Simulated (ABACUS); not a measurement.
**MgO under changes of volume**

One of the cells (9.221 Å³/atom); the others are scaled copies at fixed shape and fractional positions:

```xyz
2
Lattice="0.0000 2.0970 2.0970 2.0970 0.0000 2.0970 2.0970 2.0970 0.0000" Properties=species:S:1:pos:R:3 pbc="T T T"
Mg    0.0000    0.0000    0.0000
O     2.0970    2.0970    2.0970
```

The cell is a database's computed one.

* Program: ABACUS 3.10.1
* Functional: PBEsol
* Potentials or basis: PseudoDojo NC SR 0.4.1 PBEsol standard
* Cutoff: 1143 eV
* Density cutoff: 4572 eV
* Basis: plane waves
* k mesh: 11 × 11 × 11
* Occupations: fermi-dirac, width 0.05 eV
* Spin: no spin polarisation

```csv
volume (Å³/atom),energy over the lowest point (meV/atom),pressure (GPa),gap on the mesh (eV)
8.668,27.93,13.9,5.43
8.853,14.32,9.6,5.20
9.037,5.43,5.7,4.99
9.221,0.79,2.2,4.79
9.406,0.00,-0.9,4.60
9.590,2.69,-3.8,4.41
9.775,?,?,?
```

Q: What does the run at 9.775 Å³/atom give?

A: Energy over the lowest point 8.52 meV/atom; pressure -6.4 GPa; gap on the mesh 4.24 eV.

Worked out: A Birch-Murnaghan fit of order 3 (a polynomial in V^(-2/3)) to the other rows has its minimum at 9.35 Å³/atom with B0 = V·E''(V) = 158 GPa and B' = 3.9. It gives 8.60 meV/atom at 9.775 Å³/atom, against the run's 8.52, and -dE/dV = -6.4 GPa, against -6.4. A straight line through the other rows of the gap, of slope -10 eV per unit of ln V (its deformation potential), extrapolates to 4.21 eV, against the run's 4.24.

Energies are extrapolated to zero smearing.
